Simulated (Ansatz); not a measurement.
PbSe in Ansatz, vacancy hop by nudged elastic band

Launch command:

```bash
ansatz run input.yaml --threads 4 --pin off --max-ram 8192MiB --backend cpu --events-out ev --progress --plain --runs-dir out
```

input.yaml:

```yaml
crystal:
  lattice:
    - [0.0, 6.09692, 6.09692]
    - [6.09692, 0.0, 6.09692]
    - [6.09692, 6.09692, 0.0]
  atoms:
    - { symbol: Se, position: [0.25186979, 0.25109361, 0.24500718] }
    - { symbol: Pb, position: [-0.00140392, 0.00259562, 0.49729097] }
    - { symbol: Se, position: [0.25151718, 0.24756948, 0.74859093] }
    - { symbol: Pb, position: [0.00017912, 0.49777913, 0.00180064] }
    - { symbol: Se, position: [0.24562724, 0.75406274, 0.24629313] }
    - { symbol: Pb, position: [-0.00085488, 0.50085208, 0.50200399] }
    - { symbol: Se, position: [0.24659507, 0.75894874, 0.74332681] }
    - { symbol: Pb, position: [0.49777577, -0.00603774, 0.00314] }
    - { symbol: Se, position: [0.75214217, 0.25067698, 0.25189651] }
    - { symbol: Pb, position: [0.4980039, 0.00206512, 0.50145359] }
    - { symbol: Se, position: [0.75312201, 0.2467182, 0.74913608] }
    - { symbol: Pb, position: [0.50065774, 0.50080363, -0.00227688] }
    - { symbol: Se, position: [0.75356642, 0.74894801, 0.24886732] }
    - { symbol: Pb, position: [0.49238007, 0.5017712, 0.5048707] }
    - { symbol: Se, position: [0.74450398, 0.74757337, 0.75393068] }
kpoints:
  mp_grid: { grid: [2, 2, 2] }
magnetization:
  spin_polarized: false
scf:
  occupations: { method: fermi_dirac, width: 0.05 }
hamiltonian:
  pseudopotentials: { kind: paw }
  xc: pbe
basis:
  ecutwfc: 420
neb:
  images: 3
  relax_end_points: true
  climbing: true
  f_tol: 0.05
  max_iterations: 40
  order_check: false
  final_atoms:
    - { symbol: Se, position: [0.25186979, 0.25109361, 0.24500718] }
    - { symbol: Pb, position: [-0.00140392, 0.00259562, 0.49729097] }
    - { symbol: Se, position: [0.25151718, 0.24756948, 0.74859093] }
    - { symbol: Pb, position: [0.00017912, 0.49777913, 0.00180064] }
    - { symbol: Se, position: [0.24562724, 0.75406274, 0.24629313] }
    - { symbol: Pb, position: [-0.00179995, 0.00155661, 0.9980168] }
    - { symbol: Se, position: [0.24659507, 0.75894874, 0.74332681] }
    - { symbol: Pb, position: [0.49777577, -0.00603774, 0.00314] }
    - { symbol: Se, position: [0.75214217, 0.25067698, 0.25189651] }
    - { symbol: Pb, position: [0.4980039, 0.00206512, 0.50145359] }
    - { symbol: Se, position: [0.75312201, 0.2467182, 0.74913608] }
    - { symbol: Pb, position: [0.50065774, 0.50080363, -0.00227688] }
    - { symbol: Se, position: [0.75356642, 0.74894801, 0.24886732] }
    - { symbol: Pb, position: [0.49238007, 0.5017712, 0.5048707] }
    - { symbol: Se, position: [0.74450398, 0.74757337, 0.75393068] }
```

Origin of the cell: a database entry, scaled a little.

The cell is 2×2×2 cells of PbSe with one Pb taken out; atom 6 (Pb) hops into the empty site, 4.29 Å away before the end points are relaxed. All atoms were shaken by about 0.02 Å first.

Output (shortened):

```
Warning: neb: disabling space-group detection — the band's intermediate images generally break the endpoint symmetry, so no spatial operation reduces the k-mesh or symmetrises the density, ex […]
Pseudopotentials: kind: paw
Pseudopotential: Se, paw, valence charge 16, recommended cutoff 420 eV (normal), Se.paw.azcp
Pseudopotential: Pb, paw, valence charge 14, recommended cutoff 420 eV (normal), Pb.paw.azcp
Functional definition: PBE
  exchange = pbe_x(kappa = kappa, mu = beta*pi^2/3)
  correlation = pbe_c(beta = beta)
parallel-image band execution: 3 concurrent image workers
NEB image 0
Crystal: 15 atoms, lattice volume = 453.275 Å³
Basis set: ecut = 420 eV, 8801 PW (Γ), exchange–correlation on 120×120×120 points (8 copies of the dense FFT grid, shifted against one another)
Bands: 136, of which v1, the nominal top of the filled ones, is band 113 counted from 1 (112 counted from 0)
[… 6 lines left out …]
Initial density: superposition of atomic densities (neutral atoms: chi_scale 0, normalization atom), corrected by the library's trained network
Functional: x = pbe(κ = 0.804, μ = 0.219515), c = pbe(β = 0.066725)
SCF iter   1: F=—  HF=-127104.383825 eV  Δρ=2.56e-3  dr2=8.37e-2  defer=41
SCF iter   2: F=—  HF=-127104.359024 eV  Δρ=1.24e-3  dr2=9.84e-3  defer=104
SCF iter   3: F=—  HF=-127104.356874 eV  Δρ=8.28e-4  dr2=5.26e-3  defer=104
[… 3 lines left out …]
SCF iter   7: F=—  HF=-127104.355879 eV  Δρ=1.33e-5  dr2=1.53e-6  defer=104
SCF iter   8: F=—  HF=-127104.355879 eV  Δρ=5.62e-6  dr2=3.32e-7  defer=104
SCF iter   9: F=-127104.355879 eV  HF=-127104.355879 eV  Δρ=2.44e-6  dr2=9.27e-8
NEB iter   1: max|band force component| = 5.044e0 eV/Å  barrier→ = 5.0325 eV  barrier← = 5.0326 eV  Δτ_max = 0.2000 Å  (49 SCF iters)
NEB iter   2: max|band force component| = 1.829e0 eV/Å  barrier→ = 2.2848 eV  barrier← = 2.2849 eV  Δτ_max = 0.1885 Å  (27 SCF iters)
NEB iter   3: max|band force component| = 1.468e0 eV/Å  barrier→ = 1.6042 eV  barrier← = 1.6043 eV  Δτ_max = 0.2000 Å  (28 SCF iters)
NEB iter   4: max|band force component| = 6.095e-1 eV/Å  barrier→ = 0.9786 eV  barrier← = 0.9786 eV  Δτ_max = 0.1361 Å  (24 SCF iters)
NEB iter   5: max|band force component| = 1.764e-1 eV/Å  barrier→ = 0.8456 eV  barrier← = 0.8457 eV  CI = image 2  Δτ_max = 0.0526 Å  (23 SCF iters)
NEB iter   6: max|band force component| = 7.501e-2 eV/Å  barrier→ = 0.8194 eV  barrier← = 0.8194 eV  CI = image 2  Δτ_max = 0.1974 Å  (21 SCF iters)
NEB iter   7: max|band force component| = 8.131e-2 eV/Å  barrier→ = 0.8255 eV  barrier← = 0.8256 eV  CI = image 2  Δτ_max = 0.1000 Å  (24 SCF iters)
NEB iter   8: max|band force component| = 6.335e-2 eV/Å  barrier→ = 0.8201 eV  barrier← = 0.8202 eV  CI = image 2  Δτ_max = 0.1983 Å  (21 SCF iters)
NEB iter   9: max|band force component| = 7.225e-2 eV/Å  barrier→ = 0.8178 eV  barrier← = 0.8178 eV  CI = image 2  Δτ_max = 0.0997 Å  (25 SCF iters)
NEB iter  10: max|band force component| = 3.128e-2 eV/Å  barrier→ = 0.8164 eV  barrier← = 0.8164 eV  CI = image 2  Δτ_max = 0.0000 Å  (23 SCF iters)
--- NEB band (5 images, 10 band iterations, 265 SCF iterations, 38 more in tests of the images' electronic states and relaxations of end points) ---
  forward barrier  = 0.816411 eV
  backward barrier = 0.816448 eV
  lagrangian_above_aufbau_ev (what the smearing adds, to first order; not taken off the barriers): saddle image -0.025470 eV, end points -0.044050 and -0.044014 eV
  climbing image's point = of an order that was not read
  energies are F+E_penalty+E_count in eV, relative to image 0
  image     s (Å)  Δ vs image 0  max|band force component| (eV/Å)
      0    0.0000      0.000000                                 —
      1    1.3339      0.541818                          8.300e-3
  *   2    2.6677      0.816411                          3.128e-2
      3    4.0001      0.542614                          9.678e-3
      4    5.3325     -0.000037                                 —
```

The converged band:

```json
{"image": "0", "path over all atoms (Å)": "0.00", "ΔF (eV)": "0.000", "Pb x": "6.10", "y": "3.04", "z (Å)": "3.04"}
{"image": "1", "path over all atoms (Å)": "1.33", "ΔF (eV)": "0.542", "Pb x": "6.10", "y": "3.72", "z (Å)": "2.37"}
{"image": "2", "path over all atoms (Å)": "2.67", "ΔF (eV)": "0.816", "Pb x": "6.11", "y": "4.57", "z (Å)": "1.52"}
{"image": "3", "path over all atoms (Å)": "4.00", "ΔF (eV)": "0.543", "Pb x": "6.10", "y": "5.41", "z (Å)": "0.67"}
{"image": "4", "path over all atoms (Å)": "5.33", "ΔF (eV)": "0.000", "Pb x": "6.10", "y": "6.09", "z (Å)": "-0.01"}
```

Relaxed start, forces in eV/Å:

```xyz
15
Lattice="0.000 6.097 6.097 6.097 0.000 6.097 6.097 6.097 0.000" Properties=species:S:1:pos:R:3:forces:R:3 pbc="T T T" image=0
Se    3.048    3.040    3.045    0.001   -0.001    0.000
Pb    3.047    3.039   -0.005    0.002    0.004    0.000
Se    6.097    6.090    3.077    0.000   -0.002   -0.005
Pb    3.052   -0.010    3.042   -0.005    0.000    0.003
Se    6.096    3.072    6.095    0.003   -0.003   -0.001
Pb    6.097    3.039    3.043    0.003    0.003    0.002
Se    9.118    6.089    6.094    0.001    0.000    0.001
Pb    0.000    3.040    3.043   -0.002   -0.001    0.000
Se    3.077    6.089    6.094    0.000    0.002   -0.002
Pb    3.051    6.086    3.041    0.001    0.006    0.002
Se    6.096    9.112    6.095    0.000    0.000   -0.001
Pb    3.049    3.042    6.091   -0.002   -0.004    0.005
Se    6.097    6.089    9.117    0.002    0.001   -0.001
Pb    6.099    6.092    6.095   -0.002   -0.002    0.001
Se    9.145    9.137    9.143    0.000   -0.002   -0.005
```

Highest image (2), forces in eV/Å:

```xyz
15
Lattice="0.000 6.097 6.097 6.097 0.000 6.097 6.097 6.097 0.000" Properties=species:S:1:pos:R:3:forces:R:3 pbc="T T T" image=2
Se    3.247    3.247    2.837   -0.017   -0.007    0.007
Pb    2.911    2.865   -0.173   -0.002    0.005    0.006
Se    6.096    6.583    3.540   -0.002   -0.004   -0.027
Pb    3.185    0.161    3.219    0.006   -0.004   -0.003
Se    6.096    2.845    5.882   -0.001   -0.008    0.006
Pb    6.106    4.566    1.519    0.013    0.005   -0.001
Se    9.361    5.874    6.307   -0.031    0.007   -0.006
Pb    0.000    3.360    2.726    0.005   -0.005    0.004
Se    2.826    5.874    6.308    0.019    0.004   -0.003
Pb    2.912    6.257    3.218   -0.003   -0.005   -0.005
Se    6.096    8.643    5.600   -0.002    0.023    0.000
Pb    3.185    2.864    5.922    0.005    0.004    0.005
Se    6.096    6.300    9.338   -0.001   -0.005    0.009
Pb    6.099    5.774    6.409    0.005   -0.006    0.004
Se    8.940    9.344    8.933    0.005   -0.004    0.004
```

Relaxed end, forces in eV/Å:

```xyz
15
Lattice="0.000 6.097 6.097 6.097 0.000 6.097 6.097 6.097 0.000" Properties=species:S:1:pos:R:3:forces:R:3 pbc="T T T" image=4
Se    3.020    3.038    3.046   -0.001    0.001   -0.001
Pb    3.049    3.037   -0.002   -0.004    0.003   -0.001
Se    6.096    6.117    3.044    0.000   -0.002   -0.001
Pb    3.050   -0.009    3.044   -0.002   -0.001    0.003
Se    6.095    3.039    6.122    0.001   -0.002    0.000
Pb    6.096    6.086   -0.007   -0.002    0.002    0.002
Se    9.143    6.087    6.093    0.002   -0.002    0.001
Pb   -0.002    3.041    3.045    0.002   -0.003   -0.001
Se    3.046    6.086    6.093    0.001    0.003   -0.001
Pb    3.050    6.088    3.044   -0.002   -0.001   -0.002
Se    6.095    9.135    6.067    0.001    0.001   -0.001
Pb    3.047    3.038    6.094    0.002   -0.002    0.001
Se    6.096    6.061    9.141    0.000    0.001    0.001
Pb    6.096    6.086    6.089    0.002   -0.001    0.002
Se    9.172    9.135    9.144    0.000    0.001   -0.002
```

Barrier of this path: 0.82 eV forwards, 0.82 eV backwards, after 10 band iterations.

Caveats: no spin-orbit coupling, though heavy elements are present; the k mesh is coarse if the cell is a metal; a small cell with a neutral vacancy and no spin, whose shape can make like sites unlike; the cell is held at a rescaled volume, and strain moves barriers; the hop was drawn among near neighbours and need not be the easiest path; few images and a loose tolerance, and neither the top nor the ends were tested for their order.

Time: 11 min on 4 threads of Arm Neoverse N1 (shared host), peak memory 2.6 GiB, from the program's own first density.
